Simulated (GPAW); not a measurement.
# Ge (Fd-3m) in GPAW: notebook

The runs below take Ge through equation of state, band structure, with BLYP+D3, LDA.

Everything below comes from runs of GPAW 26.7.0. Logs are shortened: lines on timing, memory, paths and dates and some standing lists are left out, and cuts for length are marked. The log counts tension as positive stress, the text compression.

### Step 1. The crystal as given

It takes space group Fd-3m (No. 227, cubic). Conventional cell: a = 5.658 Å, b = 5.658 Å, c = 5.658 Å, α = 90.00°, β = 90.00°, γ = 90.00°. Ge (site symmetry -43m) is surrounded by 4 Ge at 2.45 Å.

### Step 2. Equation of state, BLYP+D3

Contents of run.py:

```python
from ase.calculators.mixing import SumCalculator
from ase.eos import EquationOfState
from ase.io import Trajectory, read
from ase.units import GPa
from dftd3.ase import DFTD3
from gpaw import GPAW, PW, setup_paths

setup_paths.insert(0, '.')

atoms = read('Ge.xyz')

traj = Trajectory('eos.traj', 'w')
volumes, energies = [], []
for x in [0.94, 0.96, 0.98, 1.0, 1.02, 1.04, 1.06]:
    a = atoms.copy()
    a.set_cell(atoms.cell * x**(1 / 3), scale_atoms=True)
    calc = GPAW(mode=PW(600),
                xc='BLYP',
                kpts={'size': (8, 8, 8), 'gamma': True},
                occupations={'name': 'fermi-dirac', 'width': 0.05},
                nbands=11,
                convergence={'density': 1e-05, 'energy': 1e-05},
                eigensolver='davidson',
                maxiter=150,
                txt=f'eos-{x:.2f}.txt')
    a.calc = SumCalculator([calc, DFTD3(method='blyp', damping='d3zero')])
    energies.append(a.get_potential_energy())
    volumes.append(a.get_volume())
    p = -a.get_stress()[:3].mean() / GPa
    calc.write(f'eos-{x:.2f}.gpw')
    traj.write(a)
    print(f'{x:.2f} {volumes[-1]:10.4f} A^3 {energies[-1]:14.6f} eV {p:9.3f} GPa', flush=True)

v0, e0, B = EquationOfState(volumes, energies, eos='birchmurnaghan').fit()
print(f'V0 = {v0:.4f} A^3, E0 = {e0:.6f} eV, B0 = {B / GPa:.2f} GPa')
```

Contents of Ge.xyz:

```xyz
2
Lattice="0.0000000000 2.8289100000 2.8289100000 2.8289100000 0.0000000000 2.8289100000 2.8289100000 2.8289100000 0.0000000000" Properties=species:S:1:pos:R:3 pbc="T T T"
Ge     4.2433650000      4.2433650000      4.2433650000
Ge     2.8289100000      2.8289100000      2.8289100000
```

Potentials or basis: PAW data sets generated in the run's folder for this functional, pw.

Command:

```sh
> gpaw-setup -f BLYP Ge
> OMP_NUM_THREADS=1 python run.py
```

Output:

```text
__  _  _
 | _ |_)|_||  |
 |__||  | ||/\| - 26.7.0

Input parameters:
  mode=PW(ecut=600.0),
  convergence={'density': 1e-05, 'energy': 1e-05},
  eigensolver=Davidson(niter=2),
  kpts=MonkhorstPack(size=(8, 8, 8), gamma=True),
  maxiter=150,
  nbands=11,
  occupations=Occupations(name='fermi-dirac', width=0.05),
  xc=XC(name='BLYP')

Diagonalizing LCAO Hamiltonian
Converting LCAO to pw mode

           Ge

       Ge

Atoms  # Å, Bohr magnetons
|   | symbol |        x |        y |        z |    initial magnetic moments |
|---|--------|----------|----------|----------|-----------------------------|
| 0 |     Ge | 4.156741 | 4.156741 | 4.156741 | ( 0.0000,  0.0000,  0.0000) |
| 1 |     Ge | 2.771161 | 2.771161 | 2.771161 | ( 0.0000,  0.0000,  0.0000) |

Unit cell  # Å
| periodic |        x |        y |        z |  lengths |    angles |
|----------|----------|----------|----------|----------|-----------|
|      yes | 0.000000 | 2.771161 | 2.771161 | 3.919013 | 60.000000 |
|      yes | 2.771161 | 0.000000 | 2.771161 | 3.919013 | 60.000000 |
|      yes | 2.771161 | 2.771161 | 0.000000 | 3.919013 | 60.000000 |

Number of symmetries: 24
Symmetry operations  # r_c * U_cc + t_c -> r_c
|    | kind |            matrix            |
|----|------|------------------------------|
|  0 |  E   |  1, 0, 0,  0, 1, 0,  0, 0, 1 |
|  1 |  σ   |  1, 0, 0,  0, 0, 1,  0, 1, 0 |
|  2 |  σ   |  1, 0,-1,  0, 1,-1,  0, 0,-1 |
|  3 |  C3  |  1, 0,-1,  0, 0,-1,  0, 1,-1 |
|  4 |  C3  |  1,-1, 0,  0,-1, 1,  0,-1, 0 |
|  5 |  σ   |  1,-1, 0,  0,-1, 0,  0,-1, 1 |
|  6 |  σ   |  0, 1, 0,  1, 0, 0,  0, 0, 1 |
|  7 |  C3  |  0, 1, 0,  0, 0, 1,  1, 0, 0 |
|  8 |  C2  |  0, 1,-1,  1, 0,-1,  0, 0,-1 |
|  9 |  S4  |  0, 1,-1,  0, 0,-1,  1, 0,-1 |
| 10 |  C3  |  0, 0, 1,  1, 0, 0,  0, 1, 0 |
| 11 |  σ   |  0, 0, 1,  0, 1, 0,  1, 0, 0 |
| 12 |  S4  |  0, 0,-1,  1, 0,-1,  0, 1,-1 |
| 13 |  C3  |  0, 0,-1,  0, 1,-1,  1, 0,-1 |
| 14 |  S4  |  0,-1, 1,  1,-1, 0,  0,-1, 0 |
| 15 |  C2  |  0,-1, 1,  0,-1, 0,  1,-1, 0 |
| 16 |  C3  |  0,-1, 0,  1,-1, 0,  0,-1, 1 |
| 17 |  S4  |  0,-1, 0,  0,-1, 1,  1,-1, 0 |
| 18 |  S4  | -1, 1, 0, -1, 0, 1, -1, 0, 0 |
| 19 |  C3  | -1, 1, 0, -1, 0, 0, -1, 0, 1 |
| 20 |  C3  | -1, 0, 1, -1, 1, 0, -1, 0, 0 |
| 21 |  S4  | -1, 0, 1, -1, 0, 0, -1, 1, 0 |
| 22 |  σ   | -1, 0, 0, -1, 1, 0, -1, 0, 1 |
| 23 |  C2  | -1, 0, 0, -1, 0, 1, -1, 1, 0 |

BZ-sampling:
  Number of BZ points: 512
  Number of IBZ points: 29

  Monkhorst-Pack size: [8, 8, 8]
  Monkhorst-Pack shift: [0.0625, 0.0625, 0.0625]

K-points  # in reciprocal-cell coordinates
|     |                                coordinates |     weight |
|-----|--------------------------------------------|------------|
|   0 | (  0.00000000,   0.00000000,   0.00000000) | 0.00195312 |
|   1 | (  0.12500000,   0.12500000,   0.00000000) | 0.01171875 |
|   2 | (  0.12500000,   0.12500000,   0.12500000) | 0.01562500 |
|   3 | (  0.25000000,   0.12500000,   0.12500000) | 0.02343750 |
|   4 | (  0.25000000,   0.25000000,   0.00000000) | 0.01171875 |
|   5 | (  0.25000000,   0.25000000,   0.12500000) | 0.04687500 |
|   6 | (  0.25000000,   0.25000000,   0.25000000) | 0.01562500 |
|   7 | (  0.37500000,   0.25000000,  -0.37500000) | 0.04687500 |
|   8 | (  0.37500000,   0.25000000,   0.12500000) | 0.04687500 |
|   9 | (  0.37500000,   0.25000000,   0.25000000) | 0.04687500 |
| ... |                                            |            |
|  28 | (  0.50000000,   0.50000000,   0.50000000) | 0.00781250 |

Plane wave coefficients: 1433
Cutoff: 600.0 eV

Spin-components: 1 (collinear spins)
Bands:           11
Projectors:      10
Spin-degeneracy: 2
Datatype:        complex128

Parallelization:
  kpt:    1
  domain: 1
  band:   1

Density:
  Valence electrons: 8.0
  Components: 1
  Grid points: [24 24 24]
  Charge: 0.0  # |e|

Potential:
  Grid points: [24 24 24]

species:
  Ge:
    name:    Germanium
    Z:       32.0
    valence: 4
    core:    28
    charge:  0.0  # [|e|]
    compensation charges:
      type: gauss
      rc: 0.32  # [Å]
      lmax: 2
    cutoffs:
      filter: 1.77  # [Å]
      core: 3.42  # [Å]
    projectors
    | kind |    occ | energy [eV] | rcut [Å] |
    |------|--------|-------------|----------|
    |   4s |  2.000 |     -11.662 |    1.005 |
    |   4p |  2.000 |      -3.790 |    1.005 |
    |    s |        |      15.550 |    1.005 |
    |    p |        |      23.421 |    1.005 |
    |    d |        |       0.000 |    1.005 |

    Using partial waves for Ge as LCAO basis

Reference energy: -114217.162707  # eV

eigensolver:
  Davidson
  Converge bands: occupied
  niter=2

density mixing:
  MSR1-Mixer
  Pratt-step length: 0.05
  Maximum mixing coefficient: 0.75
  Old densities: 10
  SVD Regularization: 0.005
  Good broyden scale: 1.0
  Trust region scale: 1.0
  Backstep threshold: 4.0
  History deletion threshold: 6.0
  Fourier metric: weight=20.0, sigma=0.015

occupation numbers:
  Fermi-Dirac:
    width: 0.0500  # eV

poisson solver:
  ecut: 4800.0  # eV

xc functional:
  name: BLYP with 2 nearest neighbor stencil

convergence criteria:
- Maximum integral of absolute [dens]ity change: 1e-05 electrons / valence electron
- Maximum [total energy] change in last 3 cyles: 1e-05 eV / valence electron
- Maximum integral of absolute [eigenst]ate change: 4e-08 eV^2 / valence electron
maximum number of iterations: 150

SCF iterations
|iter     | |      energy | eigst |  dens |
|---------|-|-------------|-------|-------|
|iter:   1| |   -7.416269 | -0.34 |       |
|iter:   2| |   -7.408498 | -2.52 | -0.88 |
|iter:   3| |   -7.338139 | -2.37 | -0.90 |
|iter:   4| |   -7.339508 | -3.49 | -1.54 |
|iter:   5| |   -7.339593 | -4.66 | -2.15 |
|iter:   6| |   -7.339596 | -5.85 | -3.33 |
|iter:   7| |   -7.339597c| -6.73 | -3.75 |
|iter:   8| |   -7.339597c| -7.66c| -5.14c|

Converged in 8 steps
Energy contributions relative to reference atoms: (reference = -114217.162707)

Energy contributions:
  Kinetic:          41.653255
  Coulomb:         -36.710375
  Zero:              0.016841
  External:          0.000000
  Xc:              -12.299232
  Entropy:          -0.000170
  Spinorbit:         0.000000
  ----------------------------
  Free energy:      -7.339682
  Extrapolated:     -7.339597

dipole moment: (3.675922, 3.675922, 3.675922)  # |e|*Ang

Fermi level: 7.262
Eigenvalues  # (at kpt = [0.000, 0.000, 0.000])
| band index |      eig [eV] | occ [0-2] |
|------------|---------------|-----------|
|          0 |        -6.171 |     2.000 |
|          1 |         7.086 |     1.942 |
|          2 |         7.086 |     1.942 |
|          3 |         7.086 |     1.942 |
|          4 |         7.532 |     0.009 |
|          5 |         9.706 |     0.000 |
|          6 |         9.706 |     0.000 |
|          7 |         9.706 |     0.000 |
|          8 |        13.986 |     0.000 |
|          9 |        16.796 |     0.000 |
|         10 |        18.112 |     0.000 |

Gap: 0.376 eV
Transition (v -> c):
  (s=0, k=0, n=3, [0.00, 0.00, 0.00]) -> (s=0, k=28, n=4, [0.50, 0.50, 0.50])
Direct/indirect transitions are different
Direct gap: 0.445 eV
Transition at: (s=0, k=0, n=3, [0.00, 0.00, 0.00])

Stress tensor  # eV/Ang^3
|         x |         y |         z |
|-----------|-----------|-----------|
| -0.083581 |  0.000000 |  0.000000 |
|  0.000000 | -0.083581 | -0.000000 |
|  0.000000 | -0.000000 | -0.083581 |

# Writing to eos-0.94.gpw (mode='')
```

Wall time 71 s (1 thread of AMD EPYC 7R43 (Zen 3), shared host); peak memory 0.25 GiB.

What came out:

| Quantity | Value |
| --- | --- |
| Equilibrium volume | 24.95 Å³/atom (rough: see the caveat) |
| Bulk modulus | 51 GPa (rough) |

Energy against volume, from the lowest point:
```csv
volume (Å³/atom),energy (meV/atom)
21.281,110.87
21.733,80.21
22.186,55.16
22.639,35.05
23.092,19.45
23.545,7.92
23.997,0.00
```

Caveat: the minimum lies outside the volumes run.

### Step 3. Band structure, LDA

Contents of run.py:

```python
from ase import Atoms
from ase.dft.bandgap import bandgap
from ase.io import write
from ase.units import GPa
from gpaw import GPAW, PW

atoms = Atoms(['Ge', 'Ge'],
              cell=[[0.0, 2.82891, 2.82891],
                    [2.82891, 0.0, 2.82891],
                    [2.82891, 2.82891, 0.0]],
              scaled_positions=[[0.75, 0.75, 0.75],
                                [0.5, 0.5, 0.5]],
              pbc=True)

calc = GPAW(mode=PW(800),
            xc='LDA',
            kpts={'size': (8, 8, 8), 'gamma': True},
            occupations={'name': 'fermi-dirac', 'width': 0.05},
            setups='hgh',
            nbands=-7,
            convergence={'density': 1e-05, 'energy': 1e-05},
            maxiter=150,
            txt='gpaw.txt')
atoms.calc = calc
energy = atoms.get_potential_energy()
forces = atoms.get_forces()
stress = atoms.get_stress()
calc.write('gs.gpw')
write('result.traj', atoms)
print(f'Energy: {energy:.6f} eV')
print('Forces (eV/A):')
print(forces.round(4))
print('Stress (GPa):', (stress / GPa).round(3))
print('Fermi level:', round(calc.get_fermi_level(), 4), 'eV')
print(f'Gap: {bandgap(calc)[0]:.4f} eV, direct: {bandgap(calc, direct=True)[0]:.4f} eV')

path = atoms.cell.bandpath('GXWKGLUWLK,UX', npoints=80, eps=1e-4)
bs_calc = calc.fixed_density(kpts=path, symmetry='off', nbands=-17,
                             convergence={'bands': 'CBM+6.0', 'eigenstates': 1e-6}, txt='bands.txt')
bs = bs_calc.band_structure()
bs.write('bs.json')
print(f'Gap on the path: {bandgap(bs_calc)[0]:.4f} eV')
```

Potentials or basis: HGH pseudopotentials, pw.

Command:

```sh
> OMP_NUM_THREADS=1 python run.py
```

gpaw.txt:

```text
__  _  _
 | _ |_)|_||  |
 |__||  | ||/\| - 26.7.0

Input parameters:
  mode=PW(ecut=800.0),
  convergence={'density': 1e-05, 'energy': 1e-05},
  kpts=MonkhorstPack(size=(8, 8, 8), gamma=True),
  maxiter=150,
  nbands=-7,
  occupations=Occupations(name='fermi-dirac', width=0.05),
  setups={'default': 'hgh'},
  xc=XC(name='LDA')

Diagonalizing LCAO Hamiltonian
Converting LCAO to pw mode

           Ge

       Ge

Atoms  # Å, Bohr magnetons
|   | symbol |        x |        y |        z |    initial magnetic moments |
|---|--------|----------|----------|----------|-----------------------------|
| 0 |     Ge | 4.243365 | 4.243365 | 4.243365 | ( 0.0000,  0.0000,  0.0000) |
| 1 |     Ge | 2.828910 | 2.828910 | 2.828910 | ( 0.0000,  0.0000,  0.0000) |

Unit cell  # Å
| periodic |        x |        y |        z |  lengths |    angles |
|----------|----------|----------|----------|----------|-----------|
|      yes | 0.000000 | 2.828910 | 2.828910 | 4.000683 | 60.000000 |
[... 145 lines left out ...]
|iter:   8| | -217.591156c| -9.09c| -5.23c|

Converged in 8 steps
Energy contributions relative to reference atoms: (reference = 0.000000)

Energy contributions:
  Kinetic:         103.403389
  Coulomb:        -257.466227
  Zero:              0.000000
  External:          0.000000
  Xc:              -63.527898
  Entropy:          -0.000839
  Spinorbit:         0.000000
  ----------------------------
  Free energy:    -217.591576
  Extrapolated:   -217.591156

dipole moment: (3.458210, 3.458210, 3.458210)  # |e|*Ang

Fermi level: 4.156
Eigenvalues  # (at kpt = [0.000, 0.000, 0.000])
| band index |      eig [eV] | occ [0-2] |
|------------|---------------|-----------|
|          0 |        -8.614 |     2.000 |
|          1 |         4.080 |     1.641 |
|          2 |         4.139 |     1.171 |
|          3 |         4.139 |     1.171 |
|          4 |         4.139 |     1.171 |
|          5 |         6.739 |     0.000 |
|          6 |         6.739 |     0.000 |
|          7 |         6.739 |     0.000 |
|          8 |        10.481 |     0.000 |
|          9 |        13.663 |     0.000 |
|         10 |        13.664 |     0.000 |

No gap
No difference between direct/indirect transitions

Forces  # eV/Ang
|       x |        y |       z |
|---------|----------|---------|
| 0.00000 | -0.00000 | 0.00000 |  # Ge   0
| 0.00000 |  0.00000 | 0.00000 |  # Ge   1

Stress tensor  # eV/Ang^3
|        x |         y |         z |
|----------|-----------|-----------|
| 0.017340 |  0.000000 |  0.000000 |
| 0.000000 |  0.017340 | -0.000000 |
| 0.000000 | -0.000000 |  0.017340 |

# Writing to gs.gpw (mode='')
```

bands.txt:

```text
Diagonalizing LCAO Hamiltonian
Converting LCAO to pw mode
convergence criteria:
- Maximum integral of absolute [eigenst]ate change: 1e-06 eV^2 / valence electron
maximum number of iterations: 150

SCF iterations
|iter     | |      energy | eigst |  dens |
[... 85 lines left out ...]
         [0.41666667, 0.41666667, 0.66666667],
         [0.40277778, 0.40277778, 0.69444444],
         [0.38888889, 0.38888889, 0.72222222],
         [0.375     , 0.375     , 0.75      ],
         [0.625     , 0.25      , 0.625     ],
         [0.59375   , 0.1875    , 0.59375   ],
         [0.5625    , 0.125     , 0.5625    ],
         [0.53125   , 0.0625    , 0.53125   ],
         [0.5       , 0.        , 0.5       ]])),
  maxiter=150,
  nbands=-17,
  occupations=Occupations(name='fermi-dirac', width=0.05),
  setups={'default': 'hgh'},
  symmetry=Symmetry(point_group=False, time_reversal=False),
  xc=XC(name='LDA')
```

Wall time 56 s (1 thread of AMD EPYC 7R43 (Zen 3), shared host); peak memory 0.27 GiB.

Results:

```
Free energy             : -217.5916 eV
Pressure                : -2.8 GPa
Band gap along the path : none (metal or under the smearing width)
```

Levels at the corners of the path, in eV from the Fermi level:
```csv
point,band 2,band 3,band 4,band 5,band 6,band 7
Γ,-0.08,-0.02,-0.02,-0.02,2.58,2.58
X,-8.92,-3.05,-3.05,0.70,0.70,9.48
W,-8.83,-3.89,-3.89,4.32,4.32,4.68
K,-8.34,-4.32,-2.61,1.11,4.07,7.19
Γ,-0.08,-0.02,-0.02,-0.02,2.58,2.58
L,-7.62,-1.39,-1.39,0.11,3.76,3.76
U,-8.34,-4.32,-2.61,1.11,4.07,7.19
W,-8.83,-3.89,-3.89,4.32,4.32,4.68
L,-7.62,-1.39,-1.39,0.11,3.76,3.76
K,-8.34,-4.32,-2.61,1.11,4.07,7.19
U,-8.34,-4.32,-2.61,1.11,4.07,7.19
X,-8.92,-3.05,-3.05,0.70,0.70,9.48
```

Caveat: HGH potentials are hard and often keep d shells in the core, so these values are rough; this crystal is a semiconductor, whose small gap the functional closes, so the metal is an error of the method.
